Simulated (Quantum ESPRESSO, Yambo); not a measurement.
# Quasiparticle gap of NaCl (Fm-3m) in Yambo, part 2 of 3

Wanted: ground state, empty states, screening and self-energy for NaCl (Fm-3m).

Quantum ESPRESSO 7.5 and Yambo 5.3.0; PBE and many-body steps on it, plane waves. Known limits of the many-body steps: not at the basis limit; coarse k mesh.

So far. Step 2 (Ground state): The gap is direct, at Γ. Step 3 (Bands along the symmetry lines): The gap is 5.150 eV, as in the run before at this level.

The database entry behind the starting cell differs from later determinations by our own check (an axis about 0.4 % short against later determinations), so it need not match the best structure at ambient conditions.

## 4. Empty states on the mesh, 4×4×4 mesh, 193 bands

Level of this step: DFT, PBE, plane waves, norm-conserving pseudopotentials (Quantum ESPRESSO).

The sums over transitions need many empty states on a uniform mesh; this step solves for them.

The input, pw.in:

```
&control
  calculation = 'nscf'
  prefix = 'x'
  outdir = 'o'
  pseudo_dir = 'pseudo'
/
&system
  ibrav = 0
  nat = 2
  ntyp = 2
  ecutwfc = 76.0
  nbnd = 193
  force_symmorphic = .true.
/
&electrons
  conv_thr = 1e-9
  electron_maxstep = 80
  diago_full_acc = .true.
  diago_thr_init = 5e-6
/
ATOMIC_SPECIES
  Na 22.99 Na.upf
  Cl 35.45 Cl.upf
CELL_PARAMETERS angstrom
  0.0000000000 2.8100000000 2.8100000000
  2.8100000000 0.0000000000 2.8100000000
  2.8100000000 2.8100000000 0.0000000000
ATOMIC_POSITIONS crystal
  Na 0.0000000000 0.0000000000 0.0000000000
  Cl 0.5000000000 0.5000000000 0.5000000000
K_POINTS automatic
  4 4 4 0 0 0
```

Launch:

```bash
OMP_NUM_THREADS=1 mpirun -n 4 pw.x -nk 4 -in pw.in > pw.out
```

Output:

```text
[banner, memory and clock lines left out]
Program PWSCF v.7.5 starts

     Atomic positions and unit cell read from directory:
     o/x.save/

     Message from routine setup:
     using ibrav=0 with symmetry is DISCOURAGED, use correct ibrav instead

     G-vector sticks info

     bravais-lattice index     =            0
     lattice parameter (alat)  =       7.5097  a.u.
     unit-cell volume          =     299.4646 (a.u.)^3
     number of atoms/cell      =            2
     number of atomic types    =            2
     number of electrons       =        16.00
     number of Kohn-Sham states=          193
     kinetic-energy cutoff     =      76.0000  Ry
     charge density cutoff     =     304.0000  Ry
     Exchange-correlation= PBE
                           (   1   4   3   4   0   0   0)

     celldm(1)=   7.509658  celldm(2)=   0.000000  celldm(3)=   0.000000
     celldm(4)=   0.000000  celldm(5)=   0.000000  celldm(6)=   0.000000

     crystal axes: (cart. coord. in units of alat)
               a(1) = (   0.000000   0.707107   0.707107 )
               a(2) = (   0.707107   0.000000   0.707107 )
               a(3) = (   0.707107   0.707107   0.000000 )

     reciprocal axes: (cart. coord. in units 2 pi/alat)
               b(1) = ( -0.707107  0.707107  0.707107 )
               b(2) = (  0.707107 -0.707107  0.707107 )
               b(3) = (  0.707107  0.707107 -0.707107 )
     Pseudo is Norm-conserving, Zval =  9.0
     Generated using ONCVPSP code by D. R. Hamann
     Using radial grid of 1992 points,  4 beta functions with:
     Pseudo is Norm-conserving + core correction, Zval =  7.0
     Generated using ONCVPSP code by D. R. Hamann
     Using radial grid of 1028 points,  6 beta functions with:
     Na                9.00    22.99000     Na( 1.00)
     Cl                7.00    35.45000     Cl( 1.00)

     48 Sym. Ops., with inversion, found

   Cartesian axes

     site n.     atom                  positions (alat units)
         1        Na     tau(   1) = (   0.0000000   0.0000000   0.0000000  )
         2        Cl     tau(   2) = (   0.7071068   0.7071068   0.7071068  )

     number of k points=     8
                       cart. coord. in units 2pi/alat
        k(    1) = (   0.0000000   0.0000000   0.0000000), wk =   0.0312500
        k(    2) = (   0.1767767   0.1767767  -0.1767767), wk =   0.2500000
        k(    3) = (  -0.3535534  -0.3535534   0.3535534), wk =   0.1250000
[...]
k(    7) = (  -0.7071068   0.0000000   0.0000000), wk =   0.0937500
        k(    8) = (  -0.7071068   0.3535534   0.0000000), wk =   0.1875000

     Dense  grid:    26813 G-vectors     FFT dimensions: (  45,  45,  45)

     The potential is recalculated from file :
     o/x.save/charge-density

     Starting wfcs are    9 randomized atomic wfcs +  184 random wfcs

     Band Structure Calculation

     End of band structure calculation

          k = 0.0000 0.0000 0.0000 (  3383 PWs)   bands (ev):

   -47.7639 -19.6862 -19.6862 -19.6862 -11.5392   1.1413   1.1413   1.1413
     6.2911  12.2033  12.2033  12.2033  14.2947  14.2947  16.0863  18.3681
    18.3681  18.3681  25.1767  26.7630  26.7630  26.7630  28.7516  28.7516
[...]
[... 13 further rows ...]
[...]
154.9761

          k = 0.1768 0.1768-0.1768 (  3362 PWs)   bands (ev):

[...]
[... 13 further rows ...]
[...]
147.5415

          k =-0.3536-0.3536 0.3536 (  3354 PWs)   bands (ev):

[...]
69.5175  71.8813  73.2719  73.9650  73.9650  77.1529  77.1529  77.3871
     [... 13 further rows ...]
   143.3681 143.9469 145.7594 146.3906 146.4725 146.4725 147.6916 147.6916
   149.4159

          k = 0.3536 0.0000 0.0000 (  3359 PWs)   bands (ev):

     [... further k-points ...]

     highest occupied, lowest unoccupied level (ev):     1.1413    6.2911

     XML data file, pseudopotentials, collected wavefunctions
```

Elapsed: 14 s, on 4 MPI ranks of Arm Neoverse V1, shared host; peak memory 0.42 GiB; 58 s of CPU time.

This step gave:

```
gap                                                           : 5.150 eV
k of the valence top                                          : 0, 0, 0
k of the conduction bottom                                    : 0, 0, 0
least direct gap                                              : 5.150 eV
k points computed                                             : 8
lowest point of the top converged band, above the valence top : 141.6691 eV
```

On this mesh the gap is 5.150 eV.

## 5. Conversion and set-up

This step: Yambo 5.3.0; conversion and set-up on PBE, plane waves, norm-conserving pseudopotentials.

The states are converted to the many-body program's format and the q mesh is built.

Launch:

```bash
(cd o/x.save; p2y > p2y.log; mv SAVE ../..); yambo > setup.log
```

Output:

```text
 Yambo, version 5.3.0

 [02] CORE Variables Setup
 =========================

  [02.01] Unit cells
  ==================

  Cell kind             :  FCC
  Atoms in the cell     :  Na  Cl
  number of Na atoms    :  1
  number of Cl atoms    :  1

  List of atomic masses
  Mass of Na    :  22.99000
  Mass of Cl    :  35.45000

  List of atomic coordinates    : [cc]
  Na1       :  0.000000  0.000000  0.000000  order 1
  Cl1       :  5.310130  5.310130  5.310130  order 2

  Alat factors          :  5.310130  5.310130  5.310130 [a.u.]
  Direct lattice volume :  299.4646 [a.u.]
  Direct lattice vectors:  A[ 1 ]  A[ 2 ]  A[ 3 ]
   A[ 1 ]:  0.000000  1.000000  1.000000  [iru]
   0.000000  5.310130  5.310130  [cc]
   A[ 2 ]:  1.000000  0.000000  1.000000  [iru]
   5.310130  0.000000  5.310130  [cc]
   A[ 3 ]:  1.000000  1.000000  0.000000  [iru]
   5.310130  5.310130  0.000000  [cc]

  Recip. lattice volume :  0.828312 [a.u.]
  Recip. lattice vectors:  B[ 1 ]  B[ 2 ]  B[ 3 ]
   B[ 1 ]: -0.500000  0.500000  0.500000  [iku]
  -0.591623  0.591623  0.591623  [cc]
   B[ 2 ]:  0.500000 -0.500000  0.500000  [iku]
   0.591623 -0.591623  0.591623  [cc]
   B[ 3 ]:  0.500000  0.500000 -0.500000  [iku]
   0.591623  0.591623 -0.591623  [cc]

  [02.02] Symmetries
  ==================

  Inversion symmetry    : yes
  Spatial inversion     : yes
  Inversion index       :  25
  K-space Time-reversal : no
  Magnetic symmetries   : no
  Group table correct   : yes
  Symmetries units      :  [cc]

   [S  1]:   1.0000      0.20663E-16  0.20663E-16  0.20663E-16   1.0000     -0.20663E-16 -0.20663E-16 -0.20663E-16   1.0000
   [S  2]:  -1.0000     -0.20663E-16  0.20663E-16 -0.20663E-16  -1.0000     -0.20663E-16  0.20663E-16  0.20663E-16   1.0000
   [S  3]:  -1.0000      0.20663E-16 -0.20663E-16 -0.20663E-16   1.0000      0.20663E-16  0.20663E-16 -0.20663E-16  -1.0000
[...]
[... 36 further rows ...]
   [S 47]:  0.20663E-16   1.0000     -0.20663E-16 -0.20663E-16  0.20663E-16  -1.0000       1.0000     -0.20663E-16  0.20663E-16
   [S 48]:  0.20663E-16  -1.0000      0.20663E-16 -0.20663E-16 -0.20663E-16   1.0000       1.0000      0.20663E-16 -0.20663E-16

  [02.03] Reciprocal space
  ========================

  nG shells         :  293
  nG charge         :  26813
  nG WFs            :   4067
  nC WFs            :   3383
  G-vecs. in first 29 shells:  [ Number ]
     1    9   15   27   51   59   65   89  113
    137   169   181   229   259   283   307   331   339
    387   411   459   531   537   561   609   645   701
    725   749
  ...
  Shell energy in first 29 shells:  [ mHa ]
    0.00000      525.026      700.034      1400.07      1925.09      2100.10      2800.14      3325.16      3500.17
    4200.21      4725.23      5600.28      6125.30      6300.31      7000.34      7525.37      7700.38      8400.41
[...]
BZ  K-points                                      :   64

  K/Q-points units:
  rlu = crystal or reduced units; cc = cartesian coordinates; iku = interal k-units

  K [1]          [rlu]:  0.000000  0.000000  0.000000
         WF components:   3383
  K [2]          [rlu]:  0.30764E-17  0.30764E-17  0.25000
         WF components:   3362
  K [3]          [rlu]: -0.61529E-17 -0.61529E-17 -0.50000
         WF components:   3354
  K [4]          [rlu]:  0.15802E-17  0.25000      0.25000
         WF components:   3359
  K [5]          [rlu]: -0.17826E-16  0.25000     -0.50000
         WF components:   3339
  [... 2 further k-points ...]
  K [8]          [rlu]:  0.250000 -0.500000 -0.250000
         WF components:   3316

  [02.05] Energies & Occupations
  ==============================

  [X] === General ===
  [X] Electronic Temperature                        :  0.000000  0.000000 [eV K]
  [X] Bosonic    Temperature                        :  0.000000  0.000000 [eV K]
  [X] Finite Temperature mode                       : no
  [X] El. density                                   :  0.36055E+24 [cm-3]
  [X] Fermi Level                                   :  1.141321 [eV]

  [X] === Gaps and Widths ===
  [X] Conduction Band Min                           :  5.149762 [eV]
  [X] Valence Band Max                              :  0.000000 [eV]
  [X] Filled Bands                                  :   8
  [X] Empty Bands                                   :    9  193
  [X] Direct Gap                                    :  5.149762 [eV]
  [X] Direct Gap localized at k                     :  1
  [X] Indirect Gap                                  :  5.149762 [eV]
  [X] Indirect Gap between kpts                     :  1  1
  [X] Last valence band width                       :  0.763888 [eV]
  [X] 1st conduction band width                     :  3.695208 [eV]

  E @ K [1]:  [eV]
   -48.905      -20.828      -20.828      -20.828      -12.681     -0.13972E-10 -0.10281E-10   0.0000
    5.14976  11.06198  11.06198  11.06198  13.15342  13.15342  14.94499  17.22677
  occ @ K [1]
   2.000000  2.000000  2.000000  2.000000  2.000000  2.000000  2.000000  2.000000
[...]
E @ K [2]:  [eV]
[...]
occ @ K [2]
[...]
E @ K [3]:  [eV]
[...]
occ @ K [3]
[...]
E @ K [4]:  [eV]
[...]
occ @ K [4]
[...]
E @ K [5]:  [eV]
[...]
occ @ K [5]
[...]
[... 2 further k-points ...]
  E @ K [8]:  [eV]
[...]
occ @ K [8]
   2.000000  2.000000  2.000000  2.000000  2.000000  2.000000  2.000000  2.000000
   0.000000  0.000000  0.000000  0.000000  0.000000  0.000000  0.000000  0.000000

 [03] Transferred momenta grid and indexing
 ==========================================

 IBZ Q-points                                      :   8
 BZ  Q-points                                      :   64

 K/Q-points units:
 rlu = crystal or reduced units; cc = cartesian coordinates; iku = interal k-units

 Q [1]          [rlu]:  0.000000  0.000000  0.000000
 Q [2]          [rlu]:  0.30764E-17  0.30764E-17  0.25000
 Q [3]          [rlu]: -0.61529E-17 -0.61529E-17 -0.50000
[...]
Q [7]          [rlu]: -0.31603E-17 -0.50000     -0.50000
 Q [8]          [rlu]:  0.250000 -0.500000 -0.250000

  [03.01] X indexes
  =================

   [03.01.01] Sigma indexes
   ========================

 [06] Game Over & Game summary
```

Elapsed: 2.3 s, on 1 MPI rank; peak memory 0.24 GiB.

[end of part 2 of 3]

[Paths, hosts, dates, memory and timing lines, banners, echoed tables and standing remarks are left out of the program output.]

[Logs are printed without paths, hosts, clocks, repeated set-up lines and the standing remarks that a program may print on its own settings, such as how far it seeks lower states.]

[Runs of the session that timed out or met a known fault of the program may be left out.]

[Hosts, paths, dates, database ids (printed as entryN), source tags and the programs' standing remarks are cut or masked in the printed files.]
